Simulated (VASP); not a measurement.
# Ta2H3 (P-3m1) in VASP: relaxation of the atoms with LDA

Aim: the relaxation of the atoms of Ta2H3 with LDA.

Everything below comes from runs of VASP 6.6.1. Logs are shortened: lines on timing, memory, paths and dates and some standing lists are left out, and cuts for length are marked.

## Step 1: The structure

It takes space group P-3m1 (No. 164, trigonal). Conventional cell: a = 3.682 Å, b = 3.682 Å, c = 4.490 Å, α = 90.00°, β = 90.00°, γ = 120.00°. Around Ta (site symmetry 3m) lie 8 H at 2.19 to 2.30 Å. H (site symmetry -3m) has 6 Ta at 2.25 Å as nearest neighbours. Around H (site symmetry 3m) lie 5 Ta at 2.19 to 2.30 Å.

The cell was built by a generator and needn't be a form met in nature.

## Step 2: Relaxation of the atoms, LDA

Contents of INCAR:

```
SYSTEM = Ta2H3
PREC     = Accurate       ! precision mode
ENCUT    = 900            ! plane-wave cutoff, eV
EDIFF    = 1E-7           ! SCF threshold, eV
ISMEAR   = 0              ! smearing method
SIGMA    = 0.1            ! smearing width, eV
LREAL    = .False.        ! projectors in reciprocal space
LASPH    = .True.         ! aspherical terms in the spheres
NELM     = 60             ! most SCF steps
ALGO     = Normal         ! electronic algorithm
ISIF     = 2              ! what is computed and relaxed
LWAVE    = .False.        ! write WAVECAR
LCHARG   = .False.        ! write CHGCAR
GGA      = CA             ! functional
IBRION   = 2              ! ionic algorithm
NSW      = 40             ! ionic steps
EDIFFG   = -0.01          ! ionic threshold
```

Contents of Ta2H3.cif:

```cif
data_Ta2H3
_cell_length_a 3.68184788
_cell_length_b 3.68184788
_cell_length_c 4.49042254
_cell_angle_alpha 90.00000000
_cell_angle_beta 90.00000000
_cell_angle_gamma 120.00000000
_space_group_name_H-M_alt 'P-3m1'
_space_group_name_Hall '-P 3 2"'
_space_group_IT_number 164
loop_
_space_group_symop_operation_xyz
'x,y,z'
'-x,-y,-z'
'-y,x-y,z'
'y,-x+y,-z'
'-x+y,-x,z'
'x-y,x,-z'
'y,x,-z'
'-y,-x,z'
'x-y,-y,-z'
'-x+y,y,z'
'-x,-x+y,-z'
'x,x-y,z'
loop_
_atom_site_label
_atom_site_type_symbol
_atom_site_symmetry_multiplicity
_atom_site_Wyckoff_symbol
_atom_site_fract_x
_atom_site_fract_y
_atom_site_fract_z
_atom_site_occupancy
Ta1 Ta 2 d 0.6666666667 0.3333333333 0.8371703600 1
H1 H 1 a 0.0000000000 0.0000000000 0.0000000000 1
H2 H 2 d 0.6666666667 0.3333333333 0.3496741700 1
```

Contents of KPOINTS:

```
Automatic mesh
0
Gamma
  8 8 6
  0 0 0
```

Contents of POSCAR:

```
Ta H 
 1.0000000000000000
     3.6818478799999999    0.0000000000000000    0.0000000000000000
    -1.8409239399999990    3.1885737969498793    0.0000000000000000
     0.0000000000000000    0.0000000000000000    4.4904225400000000
 Ta  H  
   2   3
Cartesian
  1.8409239401840927  1.0628579322103406  3.7592486543639145
 -0.0000000001840918  2.1257158647395391  0.7311738856360855
  0.0000000000000000  0.0000000000000000  0.0000000000000000
  1.8409239401840927  1.0628579322103406  1.5701847746237918
 -0.0000000001840918  2.1257158647395391  2.9202377653762079
```

Potentials or basis: VASP PAW LDA potentials, release 64 (Ta_pv, H_h).

Launch:

```
> ase convert -i cif -o vasp Ta2H3.cif POSCAR
> cat potpaw_LDA.64/Ta_pv/POTCAR potpaw_LDA.64/H_h/POTCAR > POTCAR
> mpirun -np 1 vasp_std > vasp.out
```

OUTCAR:

```text
SYSTEM = Ta2H3
   PREC = Accurate
   ENCUT = 900
   EDIFF = 1E-7
   ISMEAR = 0
   LREAL = .False.
   LASPH = .True.
   NELM = 60
   ISIF = 2
   GGA = CA
   IBRION = 2
   NSW = 40
   EDIFFG = -0.01

 ion  position               nearest neighbor table
   1  0.667  0.333  0.837-   4 2.19   2 2.58   2 2.58   2 2.58
   2  0.333  0.667  0.163-   5 2.19   1 2.58   1 2.58   1 2.58
   3  0.000  0.000  0.000-
   4  0.667  0.333  0.350-   1 2.19
   5  0.333  0.667  0.650-   2 2.19

  LATTYP: Found a hexagonal cell.
 ALAT       =     3.6818478800
 C/A-ratio  =     1.2196110992

  Lattice vectors:

 A1 = (   3.6818478800,   0.0000000000,   0.0000000000)
 A2 = (  -1.8409239400,   3.1885737969,   0.0000000000)
 A3 = (   0.0000000000,   0.0000000000,   4.4904225400)

Analysis of symmetry for initial positions (statically):
=====================================================================
 Subroutine PRICEL returns:
 Original cell was already a primitive cell.

 Routine SETGRP: Setting up the symmetry group for a
 hexagonal supercell.

 Subroutine GETGRP returns: Found 12 space group operations
 (whereof 12 operations were pure point group operations)
 out of a pool of 24 trial point group operations.

The static configuration has the point symmetry D_3d.

Analysis of symmetry for dynamics (positions and initial velocities):
=====================================================================
 Subroutine PRICEL returns:
 Original cell was already a primitive cell.

 Routine SETGRP: Setting up the symmetry group for a
 hexagonal supercell.

 Subroutine GETGRP returns: Found 12 space group operations
 (whereof 12 operations were pure point group operations)
 out of a pool of 24 trial point group operations.

The dynamic configuration has the point symmetry D_3d.

 Subroutine INISYM returns: Found 12 space group operations
 (whereof 12 operations are pure point group operations),
 and found     1 'primitive' translations

----------------------------------------------------------------------------------------

                                     Primitive cell

  volume of cell :      52.7169

  direct lattice vectors                    reciprocal lattice vectors
     3.681847880  0.000000000  0.000000000     0.271602747  0.156809919  0.000000000
    -1.840923940  3.188573797  0.000000000     0.000000000  0.313619839  0.000000000
     0.000000000  0.000000000  4.490422540     0.000000000  0.000000000  0.222696192

  length of vectors
     3.681847880  3.681847880  4.490422540     0.313619839  0.313619839  0.222696192

  position of ions in fractional coordinates (direct lattice)
     0.666666667  0.333333333  0.837170360
     0.333333333  0.666666667  0.162829640
     0.000000000  0.000000000  0.000000000
     0.666666667  0.333333333  0.349674170
     0.333333333  0.666666667  0.650325830

  ion indices of the primitive-cell ions
   primitive index   ion index
                 1           1
                 2           2
                 3           3
                 4           4
                 5           5

----------------------------------------------------------------------------------------

 KPOINTS: Automatic mesh

Automatic generation of k-mesh.
 Grid dimensions read from file:
 generate k-points for:    8    8    6

 Generating k-lattice:

  Cartesian coordinates                     Fractional coordinates (reciprocal lattice)
     0.033950343  0.019601240  0.000000000     0.125000000  0.000000000  0.000000000
     0.000000000  0.039202480  0.000000000     0.000000000  0.125000000  0.000000000
     0.000000000  0.000000000  0.037116032     0.000000000  0.000000000  0.166666667

  Length of vectors
     0.039202480  0.039202480  0.037116032

  Shift w.r.t. Gamma in fractional coordinates (k-lattice)
     0.000000000  0.000000000  0.000000000

 Subroutine IBZKPT returns following result:
 ===========================================

 Found     50 irreducible k-points:

 Following reciprocal coordinates:
            Coordinates               Weight
  0.000000  0.000000  0.000000      1.000000
  0.125000 -0.000000  0.000000      6.000000
  0.250000 -0.000000  0.000000      6.000000
  0.375000 -0.000000  0.000000      6.000000
  0.500000 -0.000000  0.000000      3.000000
  0.125000  0.125000  0.000000      6.000000
[... 16 lines left out ...]
 -0.125000  0.500000  0.166667     12.000000
  0.250000  0.250000  0.166667     12.000000
 [... further k-points ...]
   k-points           NKPTS =     50   k-points in BZ     NKDIM =     50   number of bands    NBANDS=     16
   number of dos      NEDOS =    301   number of ions     NIONS =      5
   total plane-waves  NPLWV =  62208
   dimension x,y,z NGX =    36 NGY =   36 NGZ =   48
   dimension x,y,z NGXF=    72 NGYF=   72 NGZF=   96
   ions per type =               2   3
   NGX,Y,Z   is equivalent  to a cutoff of  16.26, 16.26, 17.77 a.u.
   NGXF,Y,Z  is equivalent  to a cutoff of  32.51, 32.51, 35.54 a.u.
 SYSTEM =  Ta2H3
   PREC   = accura    normal or accurate (medium, high low for compatibility)
   ISTART =      0    job   : 0-new  1-cont  2-samecut
   ICHARG =      2    charge: 1-file 2-atom 10-const
   ISPIN  =      1    spin polarized calculation?
   LNONCOLLINEAR =      F non collinear calculations
   LSORBIT =      F    spin-orbit coupling
   LASPH  =      T    aspherical Exc in radial PAW
   ENCUT  =  900.0 eV  66.15 Ry    8.13 a.u.   9.01  9.01 10.98*2*pi/ulx,y,z
   NELM   =     60;   NELMIN=  2; NELMDL= -5     # of ELM steps
   EDIFF  = 0.1E-06   stopping-criterion for ELM
   LREAL  =      F    real-space projection
   EDIFFG = -.1E-01   stopping-criterion for IOM
   NSW    =     40    number of steps for IOM
   IBRION =      2    ionic relax: 0-MD 1-quasi-New 2-CG
   NFREE  =      1    steps in history (QN), initial steepest desc. (CG)
   ISIF   =      2    stress and relaxation
   ISYM   =      2    0-nonsym 1-usesym 2-fastsym
   POTIM  = 0.5000    time-step for ionic-motion
   TEBEG  =    0.0;   TEEND  =   0.0 temperature during run
   PSTRESS=    0.0 pullay stress
   NELECT =      25.0000    total number of electrons
   NUPDOWN=      -1.0000    fix difference up-down
   EMIN   =  10.00;   EMAX   =-10.00  energy-range for DOS
   EFERMI =   0.00;   METHOD = LEGACY
   ISMEAR =     0;   SIGMA  =   0.10  broadening in eV -4-tet -1-fermi 0-gaus
   EFERMI_NEDOS =   21; number of points for ismear=-14 and -15
   IALGO  =     38    algorithm
   IMIX   =      4    mixing-type and parameters
     AMIX     =   0.40;   BMIX     =  1.00
     AMIX_MAG =   1.60;   BMIX_MAG =  1.00
  volume/ion in A,a.u.               =      10.54        71.15
  Fermi-wavevector in a.u.,A,eV,Ry     =   1.276649  2.412518 22.175235  1.629834
  Thomas-Fermi vector in A             =   2.409294
   LORBIT       =      0    0 simple, 1 ext, 2 COOP (PROOUT), +10 PAW based schemes
   GGA     = CA    functional components
   LHFCALC =     F    Hartree Fock is set to
   AEXX    =    0.0000 exact exchange contribution
   IVDW    =     0    specifies the selected vdW correction
   LEPSILON=     F    determine dielectric tensor
   LRPA    =     F    only Hartree local field effects (RPA)
 conjugate gradient relaxation of ions
 non-spin polarized calculation
 Gauss-broadening in eV      SIGMA  =   0.10
  energy-cutoff  :      900.00
  volume of cell :       52.72
 maximum number of plane-waves:      3253
   NGX = 17   NGY = 17   NGZ = 21

--------------------------------------- Ionic step        1  -------------------------------------------

 number of electron      25.0000000 magnetization

 Free energy of the ion-electron system (eV)
  ---------------------------------------------------
  ext. energy  EPLUGINS =         0.00000000
  ---------------------------------------------------
  free energy    TOTEN  =       -34.02076873 eV

  energy without entropy =      -34.00690858  energy(sigma->0) =      -34.01383865

------------------------ aborting loop because EDIFF is reached ----------------------------------------

  FORCE on cell =-STRESS in cart. coord.  units (eV):
  Direction    XX          YY          ZZ          XY          YZ          ZX
  --------------------------------------------------------------------------------------
  -------------------------------------------------------------------------------------
  Total       -2.9496889     -2.9496889      0.2355248     -0.0000000      0.0000000      0.0000000
  in kB      -89.6473116    -89.6473116      7.1580985     -0.0000000      0.0000000      0.0000000
  external PRESSURE =     -57.3788415 kB  Pullay stress =       0.0000000 kB
[... 258 lines left out ...]
  energy  without entropy=      -34.8246990792  energy(sigma->0) =      -34.82780382

--------------------------------------- Ionic step        8  -------------------------------------------

 number of electron      25.0000000 magnetization

 Free energy of the ion-electron system (eV)
  ---------------------------------------------------
  ext. energy  EPLUGINS =         0.00000000
  ---------------------------------------------------
  free energy    TOTEN  =       -34.83100616 eV

  energy without entropy =      -34.82458025  energy(sigma->0) =      -34.82779321

 E-fermi :   4.3366     XC(G=0): -11.5644

 val. band max:        4.3301640311   @ k =   0.1250   0.1250   0.1667
 cond. band min:       4.3560490555   @ k =   0.2500  -0.0000   0.1667
 fundamental gap:      0.0258850244
 Fermi energy:         4.3365516982

 k-point     1 :       0.0000    0.0000    0.0000
  band No.  band energies     occupation
      1     -30.3719      2.00000
      2     -30.3147      2.00000
      3     -30.3147      2.00000
      4     -30.0049      2.00000
      5     -30.0049      2.00000
      6     -29.7324      2.00000
[... 8 lines left out ...]
     15       5.2851      0.00000
     16       7.8394      0.00000
[... 420 lines left out ...]
  band No.  band energies     occupation
      1     -30.4508      2.00000
      2     -30.4238      2.00000
      3     -30.3681      2.00000
      4     -29.9899      2.00000
      5     -29.9241      2.00000
      6     -29.8224      2.00000
[... 8 lines left out ...]
     15       6.3876      0.00000
     16       6.9564      0.00000

 [... further k-points ...]

------------------------ aborting loop because EDIFF is reached ----------------------------------------

  FORCE on cell =-STRESS in cart. coord.  units (eV):
  Direction    XX          YY          ZZ          XY          YZ          ZX
  --------------------------------------------------------------------------------------
  -------------------------------------------------------------------------------------
  Total       -9.0094139     -9.0094139     -4.4771020     -0.0000000     -0.0000000      0.0000000
  in kB     -273.8152299   -273.8152299   -136.0686402     -0.0000000     -0.0000000      0.0000000
  external PRESSURE =    -227.8997000 kB  Pullay stress =       0.0000000 kB
[... 20 lines left out ...]
  FREE ENERGIE OF THE ION-ELECTRON SYSTEM (eV)
  ---------------------------------------------------
  free  energy   TOTEN  =       -34.8310061627 eV

  energy  without entropy=      -34.8245802539  energy(sigma->0) =      -34.82779321

 reached required accuracy - stopping structural energy minimisation
```

Wall time 4.4 min (1 thread of Intel Xeon Platinum 8375C at 2.90GHz (Ice Lake), shared host); peak memory 0.24 GiB.

Results:

| Item | Value |
| --- | --- |
| Free energy | -34.8310 eV |
| Energy gained by relaxing | 162.0 meV/atom |
| Ionic steps | 8 |
| Pressure after relaxing | -22.8 GPa |
| Largest force after relaxing | 0.008 eV/Å |
| Band gap on the k mesh | none (metal or under the smearing width) |

Forces on the atoms (eV/Å):
```
Ta   0.000  0.000  0.008
Ta   0.000  0.000 -0.008
H    0.000  0.000  0.000
H    0.000  0.000  0.002
H    0.000  0.000 -0.002
```

The path:
```
step  energy change (eV)  largest force (eV/Å)  pressure (GPa)
   1              0.0000                4.3871           -5.74
   2             -0.7949                0.1883          -23.24
   3             -0.7971                0.1852          -22.73
   4             -0.7970                0.1881          -22.54
   5             -0.8000                0.1602          -22.59
   6             -0.8065                0.0900          -22.71
   7             -0.8101                0.0139          -22.79
   8             -0.8102                0.0077          -22.79
```

Final structure:
```
Ta H
1.0
     3.68185    0.00000    0.00000
    -1.84092    3.18857    0.00000
     0.00000    0.00000    4.49042
Ta H
2 3
Direct
  0.66667 0.33333 0.79504
  0.33333 0.66667 0.20496
  0.00000 0.00000 0.00000
  0.66667 0.33333 0.32584
  0.33333 0.66667 0.67416
```

## Step 3: For comparison

An earlier run on the cell as given: functional PBE; potentials or basis VASP PAW PBE potentials, release 64 (Ta_pv, H); cutoff 520 eV; k mesh 8 × 8 × 6; occupations fermi-dirac, width 0.05 eV; no spin polarisation.

- Pressure: 1.9 GPa
- Largest force: 5.061 eV/Å
- Band gap on the k mesh: none (metal or under the smearing width)
